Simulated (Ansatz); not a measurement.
## ScAl3 under strains and displacements

These are results of DFT PBE, scalar-relativistic, plane waves, PAW in Ansatz 0.2.0, not measurements.

Plane waves to 420 eV, a k mesh through Γ of 14×14×14 on the computed 4-atom cell and Gaussian smearing (0.10 eV); no spin polarisation.

Reference cell:

```yaml
crystal:
  lattice:
    - [-2.01280, 2.01280, 4.42320]
    - [2.01280, -2.01280, 4.42320]
    - [2.01280, 2.01280, -4.42320]
  atoms:
    - { symbol: Sc, position: [0.00000, 0.00000, 0.00000] }
    - { symbol: Al, position: [0.75000, 0.25000, 0.50000] }
    - { symbol: Al, position: [0.25000, 0.75000, 0.50000] }
    - { symbol: Al, position: [0.50000, 0.50000, 0.00000] }
```

Each variant moves atoms of this cell by the vectors given, if any (Å), and then applies a symmetric strain (tensor components, Cartesian axes). The reference cell isn't relaxed at this level. Energies are per atom at zero smearing, counted from the lowest variant. Pressure is positive in compression.

1. strain (xx yy zz yz xz xy, %) -2.33 -2.33 6.67 0.00 0.00 0.00
2. strain (xx yy zz yz xz xy, %) -6.32 -6.32 2.68 0.00 0.00 0.00
3. strain (xx yy zz yz xz xy, %) -4.80 -4.80 4.20 0.00 0.00 0.00

| result | ΔE (meV/atom) | P (GPa) |
| --- | --- | --- |
| A | 62.7 | 11.13 |
| B | 0.0 | -0.86 |
| C | 20.8 | 5.86 |

(1) Which variant gave which result?

## Answers

(1) A is 2, B is 1, C is 3. The pressure falls as the cell grows: from the smallest volume to the largest the variants are 2, 3, 1.